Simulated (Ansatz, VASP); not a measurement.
## One calculation of Cr, two programs

```
CELL_PARAMETERS angstrom
2.46629 0.00000 0.00000
-0.82210 2.32524 0.00000
0.00000 0.00000 27.08232
ATOMIC_POSITIONS crystal
Cr 0.50000 0.50000 0.27979
Cr 0.00000 0.00000 0.35091
Cr 0.50000 0.50000 0.42567
Cr 0.00000 0.00000 0.50000
Cr 0.50000 0.50000 0.57433
Cr 0.00000 0.00000 0.64909
Cr 0.50000 0.50000 0.72021
```

Alike in both runs: functional PBE; k mesh 15 × 15 × 1; occupations gaussian, width 0.1 eV; no spin polarisation.

Ansatz relaxed the structure, and its values are those at the end. VASP's run is a single point on that final structure, the one shown.

|  | VASP | Ansatz |
| --- | --- | --- |
| version | VASP 6.6.1 | Ansatz 0.2.0 |
| potentials or method | VASP PAW PBE potentials, release 64 (Cr_pv) | scalar-relativistic, plane waves, PAW |
| plane-wave cutoff (eV) | 520 | 420 |
| valence electrons in the cell | 84 | 98 |

Ansatz gave:

- gap on the k mesh at the Fermi level (eV): none
- rms of the force components (eV/Å): 0.005

Task: Which values does VASP return?

Result: gap on the k mesh at the Fermi level (eV): none; rms of the force components (eV/Å): 0.007.

A gap of «none» marks a metal or a gap that the smearing closes. The functional is the same, so the differences come from potentials, cutoffs and numerics. The two sets of potentials don't hold the same shells in valence. Ansatz warned: «xc_potential_rough_in_thin_density».

Caveats: the run has no spin polarisation, though such a crystal can be magnetic. Spin polarisation is off, so any magnetic state and its effect on volume and gap are missing.
